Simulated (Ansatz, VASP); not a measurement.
**PbSe in VASP and in Ansatz**

```
Pb Se
1.0
     4.41489    0.00000    0.00000
    -0.01031    4.41488    0.00000
    -2.20229   -2.20744   12.00080
Pb Se
2 2
Direct
  0.80684 0.80730 0.61844
  0.18545 0.19981 0.38238
  0.28733 0.32315 0.62319
  0.68427 0.69990 0.37796
```

Alike in both runs: functional LDA; k mesh 6 × 6 × 3; occupations fermi-dirac, width 0.05 eV; no spin polarisation.

|  | VASP | Ansatz |
| --- | --- | --- |
| version | VASP 6.6.1 | Ansatz 0.2.0 |
| potentials or method | VASP PAW LDA potentials, release 64 (Pb_d, Se) | Ansatz PAW |
| plane-wave cutoff (eV) | 520 | 420 |
| valence electrons in the cell | 40 | 60 |
| task | single point | band structure |

|  | VASP | Ansatz | Ansatz less VASP |
| --- | --- | --- | --- |
| gap on the k mesh at the Fermi level (eV) | 1.46 | 1.47 | +0.006 |
| least direct gap on the mesh (eV) | 1.46 | 1.47 | +0.006 |
| rms of the force components (eV/Å) | 0.298 | 0.306 | +0.0083 |

Atom by atom the forces differ by 0.009 eV/Å (rms over components). The two sets of potentials don't hold the same shells in valence.

Caveats: spin-orbit coupling is left out, which as a rule narrows the gap of such compounds by several tenths of an eV; the k mesh misses the band edges, so the gap on the mesh is wider than the one along the path (Ansatz); the PAW data sets come from PBE, with cores solved anew for the run's functional, which leaves a small shift of forces and pressure (Ansatz).
